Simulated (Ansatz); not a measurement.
The system is CsPbCl3.

```xyz
5
Lattice="5.6050 0.0000 0.0000 0.0000 5.6050 0.0000 0.0000 0.0000 5.6050" Properties=species:S:1:pos:R:3 pbc="T T T"
Pb    2.8025    2.8025    2.8025
Cs    0.0000    0.0000    0.0000
Cl    2.8025    0.0000    2.8025
Cl    0.0000    2.8025    2.8025
Cl    2.8025    2.8025    0.0000
```

Base run:

- Program: Ansatz 0.2.0
- Functional: revPBE
- Potentials or basis: Ansatz PAW
- Cutoff: 420 eV (not typed: the program's choice for these potentials)
- k mesh: 5 × 5 × 5
- Occupations: fermi-dirac, width 0.05 eV
- Spin: no spin polarisation

Its results: pressure 2.9 GPa.

Question: After a change of settings the same cell gave: pressure -1.3 GPa. Which change was it?
A. functional from revPBE to RPBE
B. functional from revPBE to PBEsol
C. functional from revPBE to BLYP
D. functional from revPBE to LDA

Answer: D.

LDA binds more tightly than revPBE, so the same cell stands under less pressure.

Caveats: the PAW data sets come from PBE, with cores solved anew for the run's functional, which leaves a small shift of forces and pressure.

Runs at the PBE level aren't shown here.
